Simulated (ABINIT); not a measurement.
# MoS2 (R-3m) in ABINIT: single point with LDA

Aim: the single point of MoS2 with LDA.

Everything below comes from runs of ABINIT 10.8.3 (patched build). Logs are shortened: lines on timing, memory, paths and dates and some standing lists are left out, and cuts for length are marked. The log counts tension as positive stress, the text compression.

**1. The crystal as given**

The structure is trigonal, space group R-3m (No. 166). Conventional cell: a = 3.171 Å, b = 3.171 Å, c = 18.345 Å, α = 90.00°, β = 90.00°, γ = 120.00°. Mo (site symmetry -3m) has 6 S at 2.39 Å as nearest neighbours. Around S (site symmetry 3m) lie 3 Mo at 2.39 Å.

Measurements of this composition are mostly on another form, of space group No. 194.

**2. Single point, LDA**

The input, run.abi:

```
# Pseudopotentials
pp_dirpath "./"
pseudos "Mo.hgh, S.hgh"

# Structure
acell 12.0624537624 12.0624537624 12.0624537624
rprim
     0.2483873372     0.1434064960     0.9579865905
    -0.2483873372     0.1434064960     0.9579865905
     0.0000000000    -0.2868129920     0.9579865905
ntypat 2
znucl 42 16
natom 3
typat 1 2 2
xred
     0.0000000000     0.0000000000     0.0000000000
     0.2500000000     0.2500000000     0.2500000000
     0.7500000000     0.7500000000     0.7500000000

# Plane-wave basis
ecut 32.0

# k points
kptopt 1
ngkpt 8 8 8
nshiftk 1
shiftk 0.0 0.0 0.0

# Exchange and correlation
ixc 7

# Bands and occupations
nband 13
occopt 3
tsmear 0.00183747

# SCF cycle
nstep 100
tolvrs 1.0e-10

# Output
iomode 3
prtwf 0
prtden 0
prteig 0
prtebands 0
enunit 1
```

Potentials or basis: HGH LDA.

Run with:

```
$ mpirun --bind-to none -np 4 abinit run.abi > log 2>&1
```

run.abo:

```text
.Version 10.8.3 of ABINIT
 Symmetries : space group R-3 m (#166); Bravais hR (rhombohedral)
================================================================================
 Values of the parameters that define the memory need of the present run
     intxc =       0    ionmov =       0      iscf =       7    lmnmax =       6
     lnmax =       6     mgfft =      64  mpssoang =       3    mqgrid =    3001
     natom =       3  nloc_mem =       1    nspden =       1   nspinor =       1
    nsppol =       1      nsym =      12    n1xccc =       0    ntypat =       2
    occopt =       3   xclevel =       1
       mpw =        3134          nfft =      262144          nkpt =          65
================================================================================
================================================================================

--------------------------------------------------------------------------------
------------- Echo of variables that govern the present computation ------------
--------------------------------------------------------------------------------
 -outvars: echo values of preprocessed input variables --------
            acell      1.2062453762E+01  1.2062453762E+01  1.2062453762E+01 Bohr
              amu      9.59400000E+01  3.20660000E+01
             ecut      3.20000000E+01 Hartree
           enunit           1
                       outvar_i_n : Printing only first  50 k-points.
              ixc           7
                       outvar_i_n : Printing only first  50 k-points.
         kptrlatt        8    0    0      0    8    0      0    0    8
          kptrlen      4.79385723E+01
            natom           3
            nband          13
            ngfft          64      64      64
             nkpt          65
            nstep         100
             nsym          12
           ntypat           2
                       prtocc : prtvol=0, do not print more k-points.
           occopt           3
           prtden           0
        prtebands           0
           prteig           0
            prtwf           0
            rprim      2.4838733720E-01  1.4340649600E-01  9.5798659050E-01
                      -2.4838733720E-01  1.4340649600E-01  9.5798659050E-01
                       0.0000000000E+00 -2.8681299200E-01  9.5798659050E-01
          spgroup         166
           tolvrs      1.00000000E-10
           tsmear      1.83747000E-03 Hartree
            typat      1  2  2
                       outvars : Printing only first  50 k-points.
           xangst      0.0000000000E+00  0.0000000000E+00  0.0000000000E+00
                       1.4744007223E-17 -7.9361833782E-18  4.5862474969E+00
                      -5.8524915758E-17  2.7005738812E-17  1.3758742491E+01
            xcart      0.0000000000E+00  0.0000000000E+00  0.0000000000E+00
                       2.7862135650E-17 -1.4997213070E-17  8.6667517147E+00
                      -1.1059606232E-16  5.1033450183E-17  2.6000255144E+01
             xred      0.0000000000E+00  0.0000000000E+00  0.0000000000E+00
                       2.5000000000E-01  2.5000000000E-01  2.5000000000E-01
                       7.5000000000E-01  7.5000000000E-01  7.5000000000E-01
            znucl       42.00000   16.00000

================================================================================

 chkinp: Checking input parameters for consistency.

================================================================================
== DATASET  1 ==================================================================

--- !DatasetInfo
iteration_state: {dtset: 1, }
dimensions: {natom: 3, nkpt: 65, mband: 13, nsppol: 1, nspinor: 1, nspden: 1, mpw: 3134, }
cutoff_energies: {ecut:  32.0, pawecutdg:  -1.0, }
electrons: {nelect:   1.80000000E+01, charge:   0.00000000E+00, occopt:   3.00000000E+00, tsmear:   1.83747000E-03, }
meta: {optdriver: 0, ionmov: 0, optcell: 0, iscf: 7, paral_kgb: 0, }
...

 Exchange-correlation functional for the present dataset will be:
  LDA: Perdew-Wang 92 LSD fit to Ceperley-Alder data - ixc=7
  J.P.Perdew and Y.Wang, PRB 45, 13244 (1992)

 Real(R)+Recip(G) space primitive vectors, cartesian coordinates (Bohr,Bohr^-1):
 R(1)=  2.9961608  1.7298342 11.5556690  G(1)=  0.1668802  0.0963483  0.0288459
 R(2)= -2.9961608  1.7298342 11.5556690  G(2)= -0.1668802  0.0963483  0.0288459
 R(3)=  0.0000000 -3.4596685 11.5556690  G(3)=  0.0000000 -0.1926967  0.0288459
 Unit cell volume ucvol=  3.5934859E+02 bohr^3
 Angles (23,13,12)=  2.87642072E+01  2.87642072E+01  2.87642072E+01 degrees

 getcut: wavevector=  0.0000  0.0000  0.0000  ngfft=  64  64  64
         ecut(hartree)=     32.000   => boxcut(ratio)=   2.08357

--- Pseudopotential description ------------------------------------------------
- pspini: atom type   1  psp file is ./Mo.hgh
    3    1    2    0      2001   0.00000      pspcod,pspxc,lmax,lloc,mmax,r2well

 pspatm : COMMENT -
  the projectors are not normalized,
  so that the KB energies are not consistent with
  definition in PRB44, 8503 (1991).
  However, this does not influence the results obtained hereafter.

- pspini: atom type   2  psp file is ./S.hgh
    3    1    1    0      2001   0.00000      pspcod,pspxc,lmax,lloc,mmax,r2well

 pspatm : COMMENT -
  the projectors are not normalized,
  so that the KB energies are not consistent with
  definition in PRB44, 8503 (1991).
  However, this does not influence the results obtained hereafter.

   1.06980322E+03                                ecore*ucvol(ha*bohr**3)
--------------------------------------------------------------------------------

================================================================================

--- !BeginCycle
iteration_state: {dtset: 1, }
solver: {iscf: 7, nstep: 100, nline: 4, wfoptalg: 0, }
tolerances: {tolvrs: 1.00E-10, }
...

     iter   Etot(hartree)      deltaE(h)  residm     vres2
 ETOT  1  -28.428436205290    -2.843E+01 1.607E-01 4.057E+03
 ETOT  2  -28.587892040225    -1.595E-01 5.432E-02 6.673E+01
 ETOT  3  -28.579471889568     8.420E-03 2.477E-02 5.446E+02
 ETOT  4  -28.590852749227    -1.138E-02 1.298E-02 3.709E+00
 ETOT  5  -28.590961097037    -1.083E-04 4.001E-03 1.195E-01
 ETOT  6  -28.590965013354    -3.916E-06 1.967E-03 1.318E-03
 ETOT  7  -28.590965035231    -2.188E-08 2.323E-03 1.989E-04
 ETOT  8  -28.590965039838    -4.608E-09 4.894E-03 1.272E-05
 ETOT  9  -28.590965040136    -2.978E-10 1.076E-03 5.748E-08
 ETOT 10  -28.590965040137    -6.644E-13 2.145E-03 2.090E-10
 ETOT 11  -28.590965040137     1.421E-13 3.969E-04 5.392E-12

 At SCF step   11       vres2   =  5.39E-12 < tolvrs=  1.00E-10 =>converged.

 Cartesian components of stress tensor (hartree/bohr^3)
  sigma(1 1)= -1.07472097E-05  sigma(3 2)=  0.00000000E+00
  sigma(2 2)= -1.07472102E-05  sigma(3 1)=  0.00000000E+00
  sigma(3 3)= -1.93519563E-04  sigma(2 1)=  0.00000000E+00

--- !ResultsGS
iteration_state: {dtset: 1, }
comment   : Summary of ground state results
lattice_vectors:
- [  2.9961608,   1.7298342,  11.5556690, ]
- [ -2.9961608,   1.7298342,  11.5556690, ]
- [  0.0000000,  -3.4596685,  11.5556690, ]
lattice_lengths: [  12.06245,   12.06245,   12.06245, ]
lattice_angles: [ 28.764,  28.764,  28.764, ] # degrees, (23, 13, 12)
lattice_volume:   3.5934859E+02
convergence: {deltae:  1.421E-13, res2:  5.392E-12, residm:  3.969E-04, diffor: null, }
etotal    :  -2.85909650E+01
entropy   :   0.00000000E+00
fermie    :   1.67521972E-01
cartesian_stress_tensor: # hartree/bohr^3
- [ -1.07472097E-05,   0.00000000E+00,   0.00000000E+00, ]
- [  0.00000000E+00,  -1.07472102E-05,   0.00000000E+00, ]
- [  0.00000000E+00,   0.00000000E+00,  -1.93519563E-04, ]
pressure_GPa:   2.1086E+00
xred      :
- [  0.0000E+00,   0.0000E+00,   0.0000E+00, Mo]
- [  2.5000E-01,   2.5000E-01,   2.5000E-01,  S]
- [  7.5000E-01,   7.5000E-01,   7.5000E-01,  S]
cartesian_forces: # hartree/bohr
- [ -0.00000000E+00,  -0.00000000E+00,  -0.00000000E+00, ]
- [ -2.88684536E-18,   5.94954092E-18,  -1.91508854E-02, ]
- [  2.88684536E-18,  -5.94954092E-18,   1.91508854E-02, ]
force_length_stats: {min:   0.00000000E+00, max:   1.91508854E-02, mean:   1.27672569E-02, }
...

 Integrated electronic density in atomic spheres:
 ------------------------------------------------
 Atom  Sphere_radius  Integrated_density
    1        2.00000          2.93429609
    2        2.00000          3.91404804
    3        2.00000          3.91404804
================================================================================

 ----iterations are completed or convergence reached----

 Mean square residual over all n,k,spin=   86.404E-08; max=  39.693E-05
 reduced coordinates (array xred) for    3 atoms
       0.000000000000      0.000000000000      0.000000000000
       0.250000000000      0.250000000000      0.250000000000
       0.750000000000      0.750000000000      0.750000000000
 rms dE/dt=  1.8069E-01; max dE/dt=  2.2130E-01; dE/dt below (all hartree)
    1       0.000000000000      0.000000000000      0.000000000000
    2       0.221301291443      0.221301291443      0.221301291443
    3      -0.221301291443     -0.221301291443     -0.221301291443

 cartesian coordinates (angstrom) at end:
    1      0.00000000000000     0.00000000000000     0.00000000000000
    2      0.00000000000000    -0.00000000000000     4.58624749685132
    3     -0.00000000000000     0.00000000000000    13.75874249055395

 cartesian forces (hartree/bohr) at end:
    1     -0.00000000000000    -0.00000000000000    -0.00000000000000
    2     -0.00000000000000     0.00000000000000    -0.01915088536586
    3      0.00000000000000    -0.00000000000000     0.01915088536586
 frms,max,avg= 9.0278139E-03 1.9150885E-02   0.000E+00  0.000E+00  0.000E+00 h/b

 cartesian forces (eV/Angstrom) at end:
    1     -0.00000000000000    -0.00000000000000    -0.00000000000000
    2     -0.00000000000000     0.00000000000000    -0.98477812018262
    3      0.00000000000000    -0.00000000000000     0.98477812018262
 frms,max,avg= 4.6422886E-01 9.8477812E-01   0.000E+00  0.000E+00  0.000E+00 e/A
 length scales= 12.062453762400 12.062453762400 12.062453762400 bohr
              =  6.383175634303  6.383175634303  6.383175634303 angstroms
 Fermi (or HOMO) energy (eV) =   4.55851   Average Vxc (eV)= -10.44490
 Eigenvalues (   eV  ) for nkpt=  65  k points:
 kpt#   1, nband= 13, wtk=  0.00195, kpt=  0.0000  0.0000  0.0000 (reduced coord)
 -10.69747   -9.09132   -2.59750    0.29278    0.29278    2.93095    3.26022    3.41890
   3.41890    4.47771    4.47771    7.98042    7.98042
 prteigrs : prtvol=0 or 1, do not print more k-points.

--- !EnergyTerms
iteration_state     : {dtset: 1, }
comment             : Components of total free energy in Hartree
kinetic             :  1.54271077692875E+01
hartree             :  4.13252249801499E+00
xc                  : -6.58852356038134E+00
Ewald energy        : -2.85055686246219E+01
psp_core            :  2.97706254041212E+00
local_psp           : -1.43088716587743E+01
non_local_psp       : -1.72417034068721E+00
internal            : -2.85904413767501E+01
'-kT*entropy'       : -5.23663386750424E-04
total_energy        : -2.85909650401368E+01
total_energy_eV     : -7.77999792852503E+02
band_energy         : -9.48458083338009E-01
...

 Cartesian components of stress tensor (hartree/bohr^3)
  sigma(1 1)= -1.07472097E-05  sigma(3 2)=  0.00000000E+00
  sigma(2 2)= -1.07472102E-05  sigma(3 1)=  0.00000000E+00
  sigma(3 3)= -1.93519563E-04  sigma(2 1)=  0.00000000E+00

-Cartesian components of stress tensor (GPa)         [Pressure=  2.1086E+00 GPa]
- sigma(1 1)= -3.16193827E-01  sigma(3 2)=  0.00000000E+00
- sigma(2 2)= -3.16193842E-01  sigma(3 1)=  0.00000000E+00
- sigma(3 3)= -5.69354210E+00  sigma(2 1)=  0.00000000E+00

== END DATASET(S) ==============================================================
================================================================================

 -outvars: echo values of variables after computation  --------
            acell      1.2062453762E+01  1.2062453762E+01  1.2062453762E+01 Bohr
           etotal     -2.8590965040E+01
            fcart     -0.0000000000E+00 -0.0000000000E+00 -0.0000000000E+00
                      -2.8868453557E-18  5.9495409233E-18 -1.9150885366E-02
                       2.8868453557E-18 -5.9495409233E-18  1.9150885366E-02
            rprim      2.4838733720E-01  1.4340649600E-01  9.5798659050E-01
                      -2.4838733720E-01  1.4340649600E-01  9.5798659050E-01
                       0.0000000000E+00 -2.8681299200E-01  9.5798659050E-01
           strten     -1.0747209735E-05 -1.0747210230E-05 -1.9351956252E-04
                       0.0000000000E+00  0.0000000000E+00  0.0000000000E+00
           xangst      0.0000000000E+00  0.0000000000E+00  0.0000000000E+00
                       1.4744007223E-17 -7.9361833782E-18  4.5862474969E+00
                      -5.8524915758E-17  2.7005738812E-17  1.3758742491E+01
             xred      0.0000000000E+00  0.0000000000E+00  0.0000000000E+00
                       2.5000000000E-01  2.5000000000E-01  2.5000000000E-01
                       7.5000000000E-01  7.5000000000E-01  7.5000000000E-01
 Calculation completed.
```

It took 29 s on 4 MPI ranks of AMD EPYC 9R45 (Zen 5), shared host; peak memory 0.52 GiB.

Results:

| Quantity | Value |
| --- | --- |
| Free energy | -777.9998 eV |
| Largest force | 0.985 eV/Å |
| Band gap on the k mesh | none (metal or under the smearing width) |
| Valence electrons inside the program's atomic spheres | Mo 2.93; S 3.91 |

Forces in eV/Å, atoms in the order of the input:
```
Mo   0.000  0.000  0.000
S    0.000  0.000 -0.985
S    0.000  0.000  0.985
```

Caveat: the cutoff is too short for stress, so the log's stress isn't used; the cell's inner coordinates are idealised or old, which leaves forces on the atoms; HGH potentials are hard and often keep d shells in the core, so these values are rough.
